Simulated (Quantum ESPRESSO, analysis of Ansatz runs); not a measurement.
# Migration in ZrO2 (Pca2_1): V_O hop (2.7 Å), charge +2 (Quantum ESPRESSO), part 3 of 3

Aim: the barrier of one jump in ZrO2 (Pca2_1) at charge +2: V_O hop (2.7 Å). The model is a cell of 96 host atoms with 1 O taken out; O is the atom that moves.

Quantum ESPRESSO 7.5; Quantum ESPRESSO plane-wave DFT, PBEsol, GBRV 1.5 PBEsol potentials; nudged elastic band between two relaxed defect structures at fixed charge in a uniform background.

So far: Set-up; Relaxation of the start point, charge +2; Relaxation of the end point, charge +2.

## Step 4: Nudged elastic band, charge +2

3 movable images are laid between the ends by interpolation. Each image feels the true force across the path and a spring force along it. The highest image is set to climb to the top of the path.

This step: Quantum ESPRESSO plane-wave DFT, PBEsol, GBRV 1.5 PBEsol potentials; nudged elastic band between two relaxed defect structures at fixed charge in a uniform background.

File neb.in:

```
BEGIN
BEGIN_PATH_INPUT
&PATH
  restart_mode = 'from_scratch'
  string_method = 'neb'
  nstep_path = 45
  ds = 1.5
  opt_scheme = 'broyden'
  num_of_images = 5
  k_max = 0.3
  k_min = 0.2
  CI_scheme = 'auto'
  path_thr = 0.06
/
END_PATH_INPUT
BEGIN_ENGINE_INPUT
&CONTROL
  prefix = 'pwscf'
  outdir = './tmp'
  pseudo_dir = './pseudo'
  disk_io = 'low'
/
&SYSTEM
  ibrav = 0
  nat = 95
  ntyp = 2
  ecutwfc = 36
  ecutrho = 288
  nbnd = 384
  occupations = 'fixed'
  tot_charge = 2
  nosym = .true.
/
&ELECTRONS
  conv_thr = 1d-07
  electron_maxstep = 100
  mixing_beta = 0.5
/
ATOMIC_SPECIES
Zr    91.2240 zr_pbesol_v1.uspp.F.UPF
O     15.9990 o_pbesol_v1.2.uspp.F.UPF
CELL_PARAMETERS angstrom
  10.5038946071    0.0000000000    0.0000000000
   5.2519473035   10.0919161557    0.0000000000
   0.0000000000    0.0000000000   10.1318925420
BEGIN_POSITIONS
FIRST_IMAGE
ATOMIC_POSITIONS crystal
Zr     0.0806043695    0.8694073983    0.3748535152
Zr     0.3322387267    0.3673532823    0.3744378537
Zr     0.1980276416    0.1341888599    0.3719560385
Zr     0.4376477041    0.6419645157    0.3577333238
Zr     0.1667113259    0.6341845248    0.1223929699
Zr     0.4171329655    0.1351034751    0.1257273854
Zr     0.0505210408    0.3669918994    0.1241263911
Zr     0.2985561440    0.8701544562    0.1194816444
O      0.2483461768    0.7344800387    0.2461174892
O      0.4991172406    0.2337973829    0.2516681977
O      0.1981263912    0.9673144172    0.3005835951
O      0.4492595598    0.4672794421    0.3012336041
O      0.1668975367    0.5357938176    0.3037866942
O      0.4167662509    0.0349526583    0.3058043430
O      0.2311225539    0.2703271180    0.2507566408
O      0.4779573500    0.7746013464    0.2490212295
O      0.0832056499    0.9671245527    0.0505982392
O      0.3336970524    0.4662466518    0.0530174548
O     -0.0010406706    0.7703520738    0.0004155596
O      0.2485792174    0.2694197583    0.0010884209
O      0.0503138876    0.5345987830    0.0525372756
O      0.2992453181    0.0366256659    0.0534604073
O      0.0173340887    0.2333424962   -0.0002425159
O      0.2685602650    0.7311870820   -0.0017574072
Zr     0.0838269662    0.8651582704    0.8723505111
Zr     0.3294925877    0.3669496043    0.8771922429
Zr     0.1966880613    0.1337801222    0.8748176423
Zr     0.4491350781    0.6330257785    0.8736008622
Zr     0.1690920114    0.6327637720    0.6227308311
Zr     0.4137626024    0.1291430506    0.6230913642
Zr     0.0490327384    0.3657322736    0.6231928827
Zr     0.3033085218    0.8630325608    0.6255288067
O      0.2543551731    0.7281643777    0.7480337468
O      0.4998395337    0.2270226616    0.7514213422
O      0.2036849634    0.9633230170    0.8026839056
O      0.4498601173    0.4630317729    0.8028168913
O      0.1661848441    0.5329012904    0.8012888476
O      0.4142871827    0.0364466637    0.8047990848
O      0.2278942679    0.2683888517    0.7497738799
O      0.4859435305    0.7691236040    0.7503765220
O      0.0836323717    0.9642352624    0.5567420736
O      0.3545469340    0.4735035330    0.5489611455
O      0.0028158259    0.7692970782    0.5014681651
O      0.2473755486    0.2692431714    0.5012045161
O      0.0572354268    0.5302417381    0.5512100950
O      0.3042408255    0.0266664115    0.5474339328
O      0.0150920419    0.2310817262    0.4999399939
O      0.2719238736    0.7310656415    0.4968655789
Zr     0.5819544135    0.8658898382    0.3787337151
Zr     0.8298772381    0.3678040050    0.3717225402
Zr     0.6964150373    0.1352981675    0.3726282469
Zr     0.9502726473    0.6337596658    0.3741175869
Zr     0.6687704070    0.6345258440    0.1249026960
Zr     0.9189079698    0.1341394221    0.1254687499
Zr     0.5517649149    0.3672034204    0.1233096853
Zr     0.8007586306    0.8657125226    0.1269076186
O      0.7483992161    0.7316744518    0.2544182027
O      1.0001449514    0.2326247202    0.2495464470
O      0.6984233855    0.9648901932    0.3086236301
O      0.9470948524    0.4675887279    0.3022276546
O      0.6592142139    0.5347838857    0.3044503947
O      0.9140846060    0.0378490333    0.3082852791
O      0.7310229143    0.2692901693    0.2508909732
O      0.9811768412    0.7698981030    0.2512462266
O      0.5836800354    0.9668601722    0.0555108171
O      0.8327194559    0.4680199115    0.0497012695
O      0.5009137006    0.7677915226   -0.0001991326
O      0.7513366388    0.2687911328    0.0025089292
O      0.5507434432    0.5349706644    0.0509215973
O      0.7989823126    0.0353712672    0.0598182986
O      0.5182661469    0.2318903832    0.0012398660
O      0.7690279391    0.7312218225    0.0032765281
Zr     0.5800728789    0.8709537081    0.8777023707
Zr     0.8307803538    0.3661231988    0.8738533191
Zr     0.7024421411    0.1291504976    0.8814313633
Zr     0.9506515751    0.6340482570    0.8759384284
Zr     0.6834642437    0.6394499126    0.6344034215
Zr     0.9163988404    0.1341674868    0.6242462634
Zr     0.5517046392    0.3456387991    0.6351426280
Zr     0.8044714508    0.8706820074    0.6262507756
O      0.7534687698    0.7360035701    0.7560107256
O      0.9971835445    0.2325942086    0.7505845474
O      0.7026875763    0.9652354287    0.8067866515
O      0.9407073195    0.4723403411    0.7967699596
O      0.6597524753    0.5264862349    0.7853185650
O      0.9179238965    0.0327230294    0.8032707554
O      0.7328376651    0.2632730159    0.7551982557
O      0.9849957882    0.7672900659    0.7498918409
O      0.5833517423    0.9568142039    0.5612791662
O      0.8251223127    0.4687042450    0.5498287166
O      0.5155656624    0.7348835794    0.5019446023
O      0.7346012041    0.2814311593    0.5036875940
O      0.7937088632    0.0409679868    0.5548523721
O      0.5141888674    0.2240798876    0.5021236523
O      0.7755660608    0.7331086947    0.5041237821
INTERMEDIATE_IMAGE
ATOMIC_POSITIONS crystal
Zr     0.0808968367    0.8687110812    0.3740797146
Zr     0.3326023147    0.3673214731    0.3742874295
[... 93 atom lines left out ...]
INTERMEDIATE_IMAGE
ATOMIC_POSITIONS crystal
Zr     0.0811893038    0.8680147642    0.3733059139
Zr     0.3329659027    0.3672896639    0.3741370053
[... 93 atom lines left out ...]
INTERMEDIATE_IMAGE
ATOMIC_POSITIONS crystal
Zr     0.0814817710    0.8673184471    0.3725321133
Zr     0.3333294907    0.3672578547    0.3739865811
[... 93 atom lines left out ...]
LAST_IMAGE
ATOMIC_POSITIONS crystal
Zr     0.0817742381    0.8666221301    0.3717583126
Zr     0.3336930787    0.3672260455    0.3738361569
[... 1 atom line left out ...]
Zr     0.4491513350    0.6340302946    0.3739974273
[... 42 atom lines left out ...]
O     -0.0001321662    0.2654067268    0.5016677635
[... 2 atom lines left out ...]
Zr     0.8289716560    0.3590948586    0.3577394337
[... 10 atom lines left out ...]
O      0.6663280323    0.5340132893    0.3009768538
[... 15 atom lines left out ...]
Zr     0.6471594610    0.6546012913    0.6347932448
[... 1 atom line left out ...]
Zr     0.5518731626    0.3675883526    0.6224126481
[... 5 atom lines left out ...]
O      0.6623179329    0.5377561570    0.8024587505
[... 1 atom line left out ...]
O      0.7320999027    0.2725911537    0.7480633222
[... 2 atom lines left out ...]
O      0.5780724312    0.5268175864    0.5484060692
O      0.4880304313    0.7767208765    0.5017184895
O      0.7528876974    0.2692560977    0.4968803808
[... 2 atom lines left out ...]
O      0.7658381934    0.7192045089    0.5035306639
END_POSITIONS
K_POINTS gamma
END_ENGINE_INPUT
END
```

Started as:

```
> OMP_NUM_THREADS=1 mpirun -n 4 neb.x -ni 2 -inp neb.in > neb.out
```

The log of the run:

```text
[shortened: banners, details of potentials and solvers, and blank lines are left out]
[banner, memory and clock lines left out]
     path-images division:  nimage    =       2
     initial path length           =  4.9239 bohr
     initial inter-image distance  =  1.2310 bohr
     string_method                 =    neb
     restart_mode                  =    from_scratch
     opt_scheme                    =    broyden
     num_of_images                 =    5
     nstep_path                    =    45
     CI_scheme                     =    auto
     first_last_opt                =    F
     use_freezing                  =    F
     ds                            =    1.5000 a.u.
     k_max                         =    0.3000 a.u.
     k_min                         =    0.2000 a.u.
     path_thr                      =    0.0600 eV / A
     ------------------------------ iteration   1 ------------------------------
     activation energy (->) =   1.584830 eV
     activation energy (<-) =   1.584191 eV
     image        energy (eV)        error (eV/A)        frozen
         1     -71016.8854916            0.029858            T
         2     -71016.0514730            2.313947            F
         3     -71015.3006617            4.131816            F
         4     -71016.0105459            3.043706            F
         5     -71016.8848530            0.024414            T
     climbing image =  3
     path length          =  4.924 bohr
     inter-image distance =  1.231 bohr
     ------------------------------ iteration   2 ------------------------------
     activation energy (->) =   1.069300 eV
     activation energy (<-) =   1.068662 eV
     image        energy (eV)        error (eV/A)        frozen
         1     -71016.8854916            0.029858            T
         2     -71016.2664775            0.912049            F
         3     -71015.8161914            1.843482            F
         4     -71016.2435588            0.973926            F
         5     -71016.8848530            0.024414            T
     climbing image =  3
     path length          =  4.974 bohr
[...]
------------------------------ iteration   3 ------------------------------
     activation energy (->) =   0.866666 eV
     activation energy (<-) =   0.866027 eV
     image        energy (eV)        error (eV/A)        frozen
         1     -71016.8854916            0.029858            T
         2     -71016.3338406            0.630165            F
         3     -71016.0188255            0.852338            F
         4     -71016.3284420            0.825748            F
         5     -71016.8848530            0.024414            T
     climbing image =  3
     path length          =  4.988 bohr
[...]
------------------------------ iteration   4 ------------------------------
     activation energy (->) =   0.725743 eV
     activation energy (<-) =   0.725104 eV
     image        energy (eV)        error (eV/A)        frozen
         1     -71016.8854916            0.029858            T
         2     -71016.3883964            0.288063            F
         3     -71016.1597490            0.396614            F
         4     -71016.4245037            0.498672            F
         5     -71016.8848530            0.024414            T
     climbing image =  3
     path length          =  5.064 bohr
[...]
------------------------------ iteration   5 ------------------------------
     activation energy (->) =   0.663292 eV
     activation energy (<-) =   0.662653 eV
     image        energy (eV)        error (eV/A)        frozen
         1     -71016.8854916            0.029858            T
         2     -71016.4165236            0.195329            F
         3     -71016.2222000            0.182223            F
         4     -71016.4905206            0.235227            F
         5     -71016.8848530            0.024414            T
     climbing image =  3
     path length          =  5.145 bohr
[...]
------------------------------ iteration   6 ------------------------------
     activation energy (->) =   0.641677 eV
     activation energy (<-) =   0.641039 eV
     image        energy (eV)        error (eV/A)        frozen
         1     -71016.8854916            0.029858            T
         2     -71016.4302120            0.100599            F
         3     -71016.2438145            0.151724            F
         4     -71016.5202755            0.147591            F
         5     -71016.8848530            0.024414            T
     climbing image =  3
     path length          =  5.178 bohr
[...]
------------------------------ iteration   7 ------------------------------
     activation energy (->) =   0.643304 eV
     activation energy (<-) =   0.642665 eV
     image        energy (eV)        error (eV/A)        frozen
         1     -71016.8854916            0.029858            T
         2     -71016.4389753            0.256581            F
         3     -71016.2421878            0.367306            F
         4     -71016.5631844            0.335267            F
         5     -71016.8848530            0.024414            T
     climbing image =  3
     path length          =  5.498 bohr
[...]
------------------------------ iteration   8 ------------------------------
     activation energy (->) =   0.606319 eV
     activation energy (<-) =   0.605680 eV
     image        energy (eV)        error (eV/A)        frozen
         1     -71016.8854916            0.029858            T
         2     -71016.4506936            0.111504            F
         3     -71016.2791730            0.144280            F
         4     -71016.5740915            0.096213            F
         5     -71016.8848530            0.024414            T
     climbing image =  3
     path length          =  5.334 bohr
[...]
------------------------------ iteration   9 ------------------------------
     activation energy (->) =   0.602280 eV
     activation energy (<-) =   0.601641 eV
     image        energy (eV)        error (eV/A)        frozen
         1     -71016.8854916            0.029858            T
         2     -71016.4537366            0.073871            F
         3     -71016.2832117            0.098030            F
         4     -71016.5763594            0.077681            F
         5     -71016.8848530            0.024414            T
     climbing image =  3
     path length          =  5.326 bohr
[...]
------------------------------ iteration  10 ------------------------------
     activation energy (->) =   0.597832 eV
     activation energy (<-) =   0.597193 eV
     image        energy (eV)        error (eV/A)        frozen
         1     -71016.8854916            0.029858            T
         2     -71016.4587245            0.060516            F
         3     -71016.2876600            0.104621            F
         4     -71016.5824927            0.057307            F
         5     -71016.8848530            0.024414            T
     climbing image =  3
     path length          =  5.351 bohr
[...]
------------------------------ iteration  11 ------------------------------
     activation energy (->) =   0.606031 eV
     activation energy (<-) =   0.605393 eV
     image        energy (eV)        error (eV/A)        frozen
         1     -71016.8854916            0.029858            T
         2     -71016.4737887            0.131393            F
         3     -71016.2794603            0.194192            F
         4     -71016.5781288            0.146831            F
         5     -71016.8848530            0.024414            T
     climbing image =  3
     path length          =  5.531 bohr
[...]
------------------------------ iteration  12 ------------------------------
     activation energy (->) =   0.588766 eV
     activation energy (<-) =   0.588127 eV
     image        energy (eV)        error (eV/A)        frozen
         1     -71016.8854916            0.029858            T
         2     -71016.4725435            0.040899            F
         3     -71016.2967255            0.074138            F
         4     -71016.5919393            0.036731            F
         5     -71016.8848530            0.024414            T
     climbing image =  3
     path length          =  5.416 bohr
[...]
------------------------------ iteration  13 ------------------------------
     activation energy (->) =   0.588060 eV
     activation energy (<-) =   0.587421 eV
     image        energy (eV)        error (eV/A)        frozen
         1     -71016.8854916            0.029858            T
         2     -71016.4744430            0.040831            F
         3     -71016.2974315            0.070602            F
         4     -71016.5922917            0.034358            F
         5     -71016.8848530            0.024414            T
     climbing image =  3
     path length          =  5.425 bohr
[...]
------------------------------ iteration  14 ------------------------------
     activation energy (->) =   0.587259 eV
     activation energy (<-) =   0.586620 eV
     image        energy (eV)        error (eV/A)        frozen
         1     -71016.8854916            0.029858            T
         2     -71016.4763070            0.036944            F
         3     -71016.2982326            0.065168            F
         4     -71016.5923487            0.036628            F
         5     -71016.8848530            0.024414            T
     climbing image =  3
     path length          =  5.427 bohr
[...]
------------------------------ iteration  15 ------------------------------
     activation energy (->) =   0.586352 eV
     activation energy (<-) =   0.585714 eV
     image        energy (eV)        error (eV/A)        frozen
         1     -71016.8854916            0.029858            T
         2     -71016.4799751            0.028720            F
         3     -71016.2991394            0.054262            F
         4     -71016.5913044            0.034604            F
         5     -71016.8848530            0.024414            T
     climbing image =  3
     path length          =  5.430 bohr
     inter-image distance =  1.357 bohr
     neb: convergence achieved in  15 iterations
```

The job ended after 1.7 h (4 MPI ranks of Arm Neoverse V1, shared host; peak memory 3.7 GiB).

The path, image by image:

```tsv
image	path (Å)	energy (eV)	O90: x, y, z (Å)
0	0.000	0.0000	11.129, 4.730, 5.571
1	0.749	0.4055	10.560, 4.791, 5.545
2	1.366	0.5864	10.024, 4.861, 5.504
3	2.046	0.2942	9.426, 4.980, 5.479
4	2.873	0.0006	8.839, 5.317, 5.556
```

Read from the output:

* barrier forward: 0.5864 eV
* barrier backward: 0.5857 eV
* end less start: 6.39e-4 eV
* hop length: 2.364 Å

The band met its tolerance of 0.06 eV/Å after 15 iterations, with image 2 on top (the start counts as 0). O90, which moves farthest between the ends, has 3 Zr at 2.01 to 2.22 Å nearest at the start and 2 Zr at 1.96 to 2.12 Å at the top.

## Step 5: What came out

```
barrier forward                         : 0.59 eV
barrier backward                        : 0.59 eV
end less start                          : 0.00 eV
hop length                              : 2.36 Å
band iterations, as the log counts them : 15
```

What this shows: The top of the band lies 0.59 eV above the start and 0.59 eV above the end. With an assumed prefactor of 1e13 per second it gives one hop a second along this one path at about 230 K; whether such hops link up through the crystal wasn't checked. The order of the top as a saddle was not checked for all atoms, so a bent path could be lower. No image-charge correction is applied; it largely cancels along a path if the charge stays localised alike. What this leaves open: sampling at the zone centre alone can move energies of charged and open-shell states by tenths of an eV or more in cells of this size. The cutoff of 36 Ry is under the 40 Ry advised for these potentials.

[Logs are printed without paths, hosts, clocks, repeated set-up lines and the standing remarks that a program may print on its own settings, such as how far it seeks lower states.]

[Hosts, paths, dates, database ids (printed as entryN), source tags and the programs' standing remarks are cut or masked in the printed files.]
